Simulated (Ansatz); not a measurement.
Set up this calculation in Ansatz 0.2.0, as the native input.

| Property | Result |
| --- | --- |
| Task | band structure |
| Functional | PBEsol |
| Potentials or basis | all-electron LAPW, scalar-relativistic |
| Cutoff | 291 eV (chosen from the basis error) |
| Basis error allowed | 0.002 eV/atom |
| k mesh | 8 × 8 × 4 |
| Occupations | fermi-dirac, width 0.05 eV |
| Spin | no spin polarisation |

Crystal: Ge.

```
Ge
1.0
     3.99759    0.00000    0.00000
    -1.99879    3.46201    0.00000
     0.00000    0.00000    6.59938
Ge
4
Cartesian
  0.0000 2.3080 6.1843
  1.9988 1.1540 2.8846
  0.0000 2.3080 3.7148
  1.9988 1.1540 0.4151
```

This isn't the form of Ge at room conditions, which is diamond.

One way to write it, as run:

input.yaml

```yaml
crystal:
  lattice:
    - [3.9975858431, 0.0, 0.0]
    - [-1.9987929216, 3.462010894, 0.0]
    - [0.0, 0.0, 6.59937795]
  atoms:
    - { symbol: Ge, position: [0.3333333333, 0.6666666667, 0.93709875] }
    - { symbol: Ge, position: [0.6666666667, 0.3333333333, 0.43709875] }
    - { symbol: Ge, position: [0.3333333333, 0.6666666667, 0.56290125] }
    - { symbol: Ge, position: [0.6666666667, 0.3333333333, 0.06290125] }
kpoints:
  mp_grid: { grid: [8, 8, 4] }
  band_path:
    path:
      - [0.0, 0.0, 0.0]
      - [0.5, 0.0, 0.0]
      - [0.3333333333, 0.3333333333, 0.0]
      - [0.0, 0.0, 0.0]
      - [0.0, 0.0, 0.5]
      - [0.5, 0.0, 0.5]
      - [0.3333333333, 0.3333333333, 0.5]
      - [0.0, 0.0, 0.5]
    npoints: 12
scf:
  occupations: { method: fermi_dirac, width: 0.05 }
hamiltonian:
  xc: pbesol
  pseudopotentials: { kind: all_electron, lapw: { basis_error: 0.002 } }
output:
  forces: true
  stress: true
  eigenvalues: true
```

Potentials or basis: all-electron LAPW, scalar-relativistic.

Launch:

```console
$ ansatz run input.yaml --threads 2 --pin off --max-ram 8192MiB --backend cpu --events-out ev --progress --plain --runs-dir out
```

It gave:

```json
{
 "Pressure": "0.0 GPa",
 "Largest force": "0.005 eV/Å",
 "Band gap along the path": "none (metal or under the smearing width)"
}
```

It took 34 s on 2 threads of AMD EPYC 7R43 64-Core Processor (Zen 3), with other jobs on the host, peak memory 0.46 GiB.
